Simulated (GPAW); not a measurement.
# TePb (Fm-3m) in GPAW: dielectric tensor with GLLB-SC

Aim: the dielectric tensor of TePb with GLLB-SC.

Everything below comes from runs of GPAW 26.7.0. Logs are shortened: lines on timing, memory, paths and dates and some standing lists are left out, and cuts for length are marked. The log counts tension as positive stress, the text compression.

**The experiment to reproduce.**

From a printed reference work, monograph, for a bulk crystal of TePb: band gap 0.19 eV (direct) at 4.2 K; high-frequency dielectric constant 36.9 at 77 K.

The runs below are set against these values where they give the same quantity.

### 1 The structure

The structure is cubic, space group Fm-3m (No. 225). Conventional cell: a = 6.462 Å, b = 6.462 Å, c = 6.462 Å, α = 90.00°, β = 90.00°, γ = 90.00°. Pb (site symmetry m-3m) is surrounded by 6 Te at 3.23 Å. Te (site symmetry m-3m) is surrounded by 6 Pb at 3.23 Å.

### 2 Dielectric tensor, GLLB-SC

Input file run.py:

```python
import numpy as np
from ase import Atoms
from ase.dft.bandgap import bandgap
from ase.io import write
from gpaw import GPAW, PW
from gpaw.response.df import DielectricFunction

atoms = Atoms(['Pb', 'Te'],
              cell=[[0.0, 3.231, 3.231],
                    [3.231, 0.0, 3.231],
                    [3.231, 3.231, 0.0]],
              scaled_positions=[[0.0, 0.0, 0.0],
                                [0.5, 0.5, 0.5]],
              pbc=True)

calc = GPAW(mode=PW(450),
            xc='GLLBSC',
            kpts={'size': (6, 6, 6), 'gamma': True},
            occupations={'name': 'fermi-dirac', 'width': 0.001},
            nbands=19,
            convergence={'density': 1e-06},
            maxiter=150,
            txt='gpaw.txt')
atoms.calc = calc
energy = atoms.get_potential_energy()
calc.write('gs.gpw')
write('result.traj', atoms)
print('Fermi level:', round(calc.get_fermi_level(), 4), 'eV')
print(f'Gap: {bandgap(calc)[0]:.4f} eV, direct: {bandgap(calc, direct=True)[0]:.4f} eV')

for size in [(18, 18, 18)]:
    name = 'x'.join(str(n) for n in size)
    dense = calc.fixed_density(kpts={'size': size, 'gamma': True},
                               nbands=36, convergence={'bands': 30, 'eigenstates': 1e-7},
                               update_fermi_level=True, txt=f'dense-{name}.txt')
    dense.write(f'{name}.gpw', mode='all')
    df = DielectricFunction(f'{name}.gpw', frequencies=np.array([0.0]), hilbert=False, eta=0.001,
                            ecut=80, nbands=30, intraband=False, txt=f'df-{name}.txt')
    for xc in ['RPA']:
        for direction in ['x', 'y', 'z', [0, 1, 1], [1, 0, 1], [1, 1, 0]]:
            e0, e = df.get_macroscopic_dielectric_constant(xc=xc, direction=direction)
            print(f'{name} {xc} {direction}: {e0:.4f} without, {e:.4f} with local fields')
```

Potentials or basis: the program's PAW data sets (release 1.2.1) made for this functional, pw.

On the command line:

```sh
> OMP_NUM_THREADS=1 python run.py
```

gpaw.txt:

```text
___ ___ ___ _ _ _
 |   |   |_  | | | |
 | | | | | . | | | |
 |__ |  _|___|_____|  26.7.0
 |___|_|

Input parameters:
  convergence: {density: 1e-06}
  kpts: {gamma: True,
         size: (6, 6, 6)}
  maxiter: 150
  mode: {ecut: 450.00000000000006,
         name: pw}
  nbands: 19
  occupations: {name: fermi-dirac,
                width: 0.001}
  xc: GLLBSC

System changes: positions, numbers, cell, pbc, initial_charges, initial_magmoms

Initialize ...

species:
  Pb:
    name:    Lead
    Z:       82.0
    valence: 14
    core:    68
    charge:  0.0  # [|e|]
    compensation charges:
      type: gauss
      rc: 0.38  # [Å]
      lmax: 2
    cutoffs:
      filter: 2.36  # [Å]
      core: 2.43  # [Å]
    projectors
    | kind |    occ | energy [eV] | rcut [Å] |
    |------|--------|-------------|----------|
    |   6s |  2.000 |     -13.011 |    1.259 |
    |   6p |  2.000 |      -4.841 |    1.275 |
    |   5d | 10.000 |     -22.546 |    1.217 |
    |    s |        |      14.200 |    1.259 |
    |    p |        |      22.370 |    1.275 |
    |    d |        |       4.665 |    1.217 |

    Using partial waves for Pb as LCAO basis

  Te:
    name:    Tellurium
    Z:       52.0
    valence: 6
    core:    46
    charge:  0.0  # [|e|]
    compensation charges:
      type: gauss
      rc: 0.36  # [Å]
      lmax: 2
    cutoffs:
      filter: 2.09  # [Å]
      core: 3.17  # [Å]
    projectors
    | kind |    occ | energy [eV] | rcut [Å] |
    |------|--------|-------------|----------|
    |   5s |  2.000 |     -17.259 |    1.180 |
    |   5p |  4.000 |      -8.515 |    1.196 |
    |    s |        |       9.952 |    1.180 |
    |    p |        |      18.697 |    1.196 |
    |    d |        |       0.000 |    1.238 |

    Using partial waves for Te as LCAO basis

Reference energy: -751838.789794  # eV

Spin-paired calculation

Convergence criteria:
 Maximum [total energy] change in last 3 cyles: 0.0005 eV / valence electron
 Maximum integral of absolute [dens]ity change: 1e-06 electrons / valence electron
 Maximum integral of absolute [eigenst]ate change: 4e-08 eV^2 / valence electron
 Maximum number of scf [iter]ations: 150
 (Square brackets indicate name in SCF output, whereas a 'c' in
 the SCF output indicates the quantity has converged.)

Symmetries present (total): 48

  ( 1  0  0)  ( 1  0  0)  ( 1  0  0)  ( 1  0  0)  ( 1  0 -1)  ( 1  0 -1)
  ( 1  0 -1)  ( 1 -1  0)  ( 0  1  0)  ( 0  0  1)  ( 1  0  0)  ( 1 -1  0)
  ( 1 -1  0)  ( 1  0 -1)  ( 0  0  1)  ( 0  1  0)  ( 1 -1  0)  ( 1  0  0)

  ( 1  0 -1)  ( 1  0 -1)  ( 1 -1  0)  ( 1 -1  0)  ( 1 -1  0)  ( 1 -1  0)
  ( 0  1 -1)  ( 0  0 -1)  ( 1  0  0)  ( 1  0 -1)  ( 0 -1  1)  ( 0 -1  0)
  ( 0  0 -1)  ( 0  1 -1)  ( 1  0 -1)  ( 1  0  0)  ( 0 -1  0)  ( 0 -1  1)

  ( 0  1  0)  ( 0  1  0)  ( 0  1  0)  ( 0  1  0)  ( 0  1 -1)  ( 0  1 -1)
  ( 1  0  0)  ( 0  1 -1)  ( 0  0  1)  (-1  1  0)  ( 1  0 -1)  ( 0  1  0)
  ( 0  0  1)  (-1  1  0)  ( 1  0  0)  ( 0  1 -1)  ( 0  0 -1)  (-1  1  0)

  ( 0  1 -1)  ( 0  1 -1)  ( 0  0  1)  ( 0  0  1)  ( 0  0  1)  ( 0  0  1)
  ( 0  0 -1)  (-1  1  0)  ( 1  0  0)  ( 0  1  0)  ( 0 -1  1)  (-1  0  1)
  ( 1  0 -1)  ( 0  1  0)  ( 0  1  0)  ( 1  0  0)  (-1  0  1)  ( 0 -1  1)

  ( 0  0 -1)  ( 0  0 -1)  ( 0  0 -1)  ( 0  0 -1)  ( 0 -1  1)  ( 0 -1  1)
  ( 1  0 -1)  ( 0  1 -1)  ( 0 -1  0)  (-1  0  0)  ( 1 -1  0)  ( 0  0  1)
  ( 0  1 -1)  ( 1  0 -1)  (-1  0  0)  ( 0 -1  0)  ( 0 -1  0)  (-1  0  1)

  ( 0 -1  1)  ( 0 -1  1)  ( 0 -1  0)  ( 0 -1  0)  ( 0 -1  0)  ( 0 -1  0)
  ( 0 -1  0)  (-1  0  1)  ( 1 -1  0)  ( 0  0 -1)  ( 0 -1  1)  (-1  0  0)
  ( 1 -1  0)  ( 0  0  1)  ( 0 -1  1)  (-1  0  0)  ( 1 -1  0)  ( 0  0 -1)

  (-1  1  0)  (-1  1  0)  (-1  1  0)  (-1  1  0)  (-1  0  1)  (-1  0  1)
  ( 0  1  0)  ( 0  1 -1)  (-1  0  1)  (-1  0  0)  ( 0  0  1)  ( 0 -1  1)
  ( 0  1 -1)  ( 0  1  0)  (-1  0  0)  (-1  0  1)  ( 0 -1  1)  ( 0  0  1)

  (-1  0  1)  (-1  0  1)  (-1  0  0)  (-1  0  0)  (-1  0  0)  (-1  0  0)
  (-1  1  0)  (-1  0  0)  ( 0  0 -1)  ( 0 -1  0)  (-1  1  0)  (-1  0  1)
  (-1  0  0)  (-1  1  0)  ( 0 -1  0)  ( 0  0 -1)  (-1  0  1)  (-1  1  0)

216 k-points: 6 x 6 x 6 Monkhorst-Pack grid + [1/12,1/12,1/12]
16 k-points in the irreducible part of the Brillouin zone
       k-points in crystal coordinates                weights
   0:     0.00000000    0.00000000    0.00000000          1/216
   1:     0.16666667    0.16666667    0.00000000          6/216
   2:     0.16666667    0.16666667    0.16666667          8/216
   3:     0.33333333    0.16666667    0.16666667         12/216
   4:     0.33333333    0.33333333   -0.33333333         12/216
   5:     0.33333333    0.33333333    0.00000000          6/216
   6:     0.33333333    0.33333333    0.16666667         24/216
   7:     0.33333333    0.33333333    0.33333333          8/216
   8:     0.50000000    0.33333333   -0.33333333         24/216
   9:     0.50000000    0.33333333   -0.16666667         12/216
          ...
  15:     0.50000000    0.50000000    0.50000000          4/216

Wave functions: Plane wave expansion
  Cutoff energy: 450.000 eV
  Number of coefficients (min, max): 1428, 1484
  Pulay-stress correction: 0.000000 eV/Ang^3 (de/decut=0.000000)
  Using FFTW library
  ScaLapack parameters: grid=1x1, blocksize=None
  Wavefunction extrapolation:
    Improved wavefunction reuse through dual PAW basis

Occupation numbers: Fermi-Dirac:
  width: 0.0010  # eV

Eigensolver
   Davidson(niter=2)

Densities:
  Coarse grid: 24*24*24 grid
  Fine grid: 48*48*48 grid
  Total Charge: 0.000000

Density mixing:
  Method: separate
  Backend: msr1
  Linear mixing parameter: 0.05
  old densities: 10
  Width of damping distribution: 1.1
  Damping of long wavelength oscillations: 20

Hamiltonian:
  XC and Coulomb potentials evaluated on a 48*48*48 grid
  Using the GLLBSC Exchange-Correlation functional
  External potential:
    NoExternalPotential

XC parameters: GLLBSC functional being used consists of
  -----------------------------------------------------------------------
  | Weight | Module     | Description                                   |
  -----------------------------------------------------------------------
  |  1.000 | SCREENING  | GGA_X_PBE_SOL with 2 nearest neighbor stencil |
  |  1.000 | RESPONSE   | eps=0.0500 eV                                 |
  |  1.000 | XC         | GGA_C_PBE_SOL with 2 nearest neighbor stencil |
  -----------------------------------------------------------------------

Number of atoms: 2
Number of atomic orbitals: 13
Number of bands in calculation: 19
Number of valence electrons: 20
Bands to converge: occupied

... initialized

Initializing position-dependent things.

Density initialized from atomic densities
Creating initial wave functions:
  13 bands from LCAO basis set
  6 bands from random numbers

                 Te

       Pb

Atomic positions and initial magnetic moments

Positions:
   0 Pb     0.000000    0.000000    0.000000    ( 0.0000,  0.0000,  0.0000)
   1 Te     3.231000    3.231000    3.231000    ( 0.0000,  0.0000,  0.0000)

Unit cell:
           periodic     x           y           z      points  spacing
  1. axis:    yes    0.000000    3.231000    3.231000    24     0.1555
  2. axis:    yes    3.231000    0.000000    3.231000    24     0.1555
  3. axis:    yes    3.231000    3.231000    0.000000    24     0.1555

  Lengths:   4.569324   4.569324   4.569324
  Angles:   60.000000  60.000000  60.000000

Effective grid spacing dv^(1/3) = 0.1696

iter:   1    -8.941084
iter:   2    -8.936996   -0.85  -1.26
iter:   3   -11.024860   -0.50  -1.22
iter:   4    -8.699619   -0.81  -1.14
iter:   5    -8.807742   -2.35  -1.48
iter:   6    -8.843149   -2.68  -1.50
iter:   7    -8.768138   -2.80  -1.52
iter:   8    -8.745094   -2.86  -1.89
iter:   9    -8.745092   -4.07  -2.70
iter:  10    -8.741209c  -5.44  -2.62
iter:  11    -8.735187c  -4.40  -2.44
iter:  12    -8.724996   -4.62  -2.82
iter:  13    -8.719893   -5.28  -3.39
iter:  14    -8.720002c  -6.34  -3.98
iter:  15    -8.719837c  -6.80  -4.09
iter:  16    -8.719622c  -7.09  -4.46
iter:  17    -8.719503c  -8.02c -4.73
iter:  18    -8.719554c  -8.91c -5.34
iter:  19    -8.719537c  -9.67c -5.73
iter:  20    -8.719552c -10.32c -5.86
iter:  21    -8.719561c -11.15c -6.08c

Converged after 21 iterations.

Dipole moment: (-0.000000, 0.000000, 0.000000) |e|*Ang

Energy contributions relative to reference atoms: (reference = -751838.789794)

Kinetic:        +46.393455
Potential:      -43.200884
External:        +0.000000
XC:             -10.963841
Entropy (-ST):   -0.000000
Local:           -0.948291
SIC:             +0.000000
--------------------------
Free energy:     -8.719561
Extrapolated:    -8.719561

GLLBSC response reference energy: 5.07471 eV (from HOMO)

Showing only first 2 kpts
 Kpt  Band  Eigenvalues  Occupancy
  0     8      3.71017    2.00000
  0     9      3.71017    2.00000
  0    10      9.34896    0.00000
  0    11      9.34896    0.00000

  1     8      3.29380    2.00000
  1     9      4.67952    2.00000
  1    10      7.05173    0.00000
  1    11      9.43399    0.00000

Fermi level: 6.00566

Gap: 0.951 eV
Transition (v -> c):
  (s=0, k=15, n=9, [0.50, 0.50, 0.50]) -> (s=0, k=15, n=10, [0.50, 0.50, 0.50])
No difference between direct/indirect transitions
Writing to gs.gpw (mode='')
```

Run time: 3 min. Hardware: 1 thread of AMD EPYC 7B13 (Zen 3), shared host; peak memory 0.51 GiB.

Results:

* Band gap on the k mesh, Kohn-Sham part alone: 0.95 eV, direct
* Electronic dielectric tensor (diagonal): 20.77

Electronic dielectric tensor:
```
20.77  0.00  0.00
 0.00 20.77  0.00
 0.00  0.00 20.77
```

Caveat: a model potential gives levels but no total energy; the long-wavelength limit can be off by a per cent or two; response on these states lacks terms of the Hamiltonian; spin-orbit coupling is left out, which as a rule narrows the gap of such compounds by several tenths of an eV.

### 3 How close it comes

Step 2. The gap isn't set beside the deposited one, since the derivative discontinuity is missing. A measured high-frequency dielectric constant of TePb is 36.9 (77 K; a printed reference work, monograph); the calculated 20.77 misses it by -43.7 %. So large a miss can be the level of theory's own, or it may mean another phase, state or a wrong row. 2 values of this kind are on record (32.8 to 36.9); this one was drawn at random.
